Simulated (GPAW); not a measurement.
Records of electronic-structure calculations.

```cif
data_cdse
_symmetry_space_group_name_H-M 'P 1'
_symmetry_Int_Tables_number 1
_cell_length_a 4.3011
_cell_length_b 4.3011
_cell_length_c 11.4000
_cell_angle_alpha 90.000
_cell_angle_beta 90.000
_cell_angle_gamma 120.000
_cell_volume 182.64
loop_
_atom_site_label
_atom_site_type_symbol
_atom_site_fract_x
_atom_site_fract_y
_atom_site_fract_z
_atom_site_occupancy
Cd1 Cd 0.33333 0.66667 0.48553 1
Se2 Se 0.66667 0.33333 0.51448 1
_calc_subject 'A GW chain in GPAW: CdSe (honeycomb monolayer)'
_calc_method 'DFT, LDA, plane waves, PAW (and 1 further level or step)'
_calc_program 'GPAW 26.7.0'
_calc_settings 'cutoff 450 eV, GPAW PAW setups 1.2.1 data release, 6×6×1 k-mesh, nbands 306'
_calc_cost '3 runs, 2.8 min in all on 4 MPI ranks of Arm Neoverse V1, shared host'
_calc_notes 'The structure was relaxed with LDA. Limits: no spin-orbit coupling.'
_calc_lda_gap '1.19 eV, direct'
_calc_g0w0_gap_on_the_mesh '2.84 eV'
_calc_gw_settings '6×6×1 mesh, 137 bands, screening to 48 eV, full frequency, Hilbert transform'
_calc_known_limits 'short of the basis limit; no spin-orbit coupling'
```

[Long decimals in the printed logs are rounded to 6 places.]

[Logs are printed without paths, hosts, clocks, repeated set-up lines and the standing remarks that a program may print on its own settings, such as how far it seeks lower states.]

[Paths, hosts, dates, memory and timing lines, banners, echoed tables and standing remarks are left out of the program output; an Ansatz launch command may be rebuilt from the run's recorded settings. Measured values are a selection of at most five: reports struck by readers or far from the other reports are left out. None is set beside runs whose start may be inverted or whose files or cutoffs have a known fault.]

[Runs of the session that timed out or met a known fault of the program may be left out.]

[Hosts, paths, dates, database ids (printed as entryN), source tags and the programs' standing remarks are cut or masked in the printed files.]

[Where the starting crystal was built by hand or by swapping elements, it need not be the compound's stable phase.]
